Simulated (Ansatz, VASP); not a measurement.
# LiF in VASP and in Ansatz

Contents of INCAR:

```
SYSTEM = LiF
  PREC = Accurate
  ENCUT = 520
  EDIFF = 1E-8
  ISMEAR = -1
  SIGMA = 0.03
  LREAL = .FALSE.
  LASPH = .TRUE.
  NELM = 60
  ALGO = Normal
  ISIF = 2
  LWAVE = .FALSE.
  LCHARG = .FALSE.
  GGA = PE
  LEFG = .TRUE.
  NBANDS = 12
```

KPOINTS

```
regular mesh
0
G
  16 16 16
  0 0 0
```

The input POSCAR:

```
LiF
1.0
    0.0000000000      2.1679167294      2.1679167294
    2.1679167294      0.0000000000      2.1679167294
    2.1679167294      2.1679167294      0.0000000000
Li F
1 1
Direct
    0.0000000000      0.0000000000      0.0000000000
    0.2500000000      0.2500000000      0.2500000000
```

Input for Ansatz:

```yaml
crystal:
  lattice:
    - [0.0, 2.1679167294, 2.1679167294]
    - [2.1679167294, 0.0, 2.1679167294]
    - [2.1679167294, 2.1679167294, 0.0]
  atoms:
    - { symbol: Li, position: [0.0, 0.0, 0.0] }
    - { symbol: F, position: [0.25, 0.25, 0.25] }
kpoints:
  mp_grid: { grid: [16, 16, 16] }
scf:
  occupations: { method: fermi_dirac, width: 0.03 }
hamiltonian:
  xc: pbe
  pseudopotentials: { kind: paw }
output:
  forces: true
  stress: true
  eigenvalues: true
  efg: { contact_densities: true }
```

Change from the starting cell: volume scaled by 0.98, PAW files.

Alike in both runs: task electric field gradients; functional PBE; k mesh 16 × 16 × 16; occupations fermi-dirac, width 0.03 eV; no spin polarisation.

|  | VASP | Ansatz |
| --- | --- | --- |
| version | VASP 6.6.1 | Ansatz 0.2.0 |
| potentials or method | VASP PAW PBE potentials, release 64 (Li_sv, F) | PAW with Ansatz's default frozen-core files, scalar-relativistic |
| plane-wave cutoff (eV) | 520 | 420 |
| valence electrons in the cell | 10 | 10 |

```csv
,VASP,Ansatz,Ansatz less VASP
gap on the k mesh at the Fermi level (eV),7.74,7.75,+0.012
Vzz of the field gradient on the site that differs most (V/Å²),0.0,0.0,+0.01
```

 A k mesh can miss the band edges.
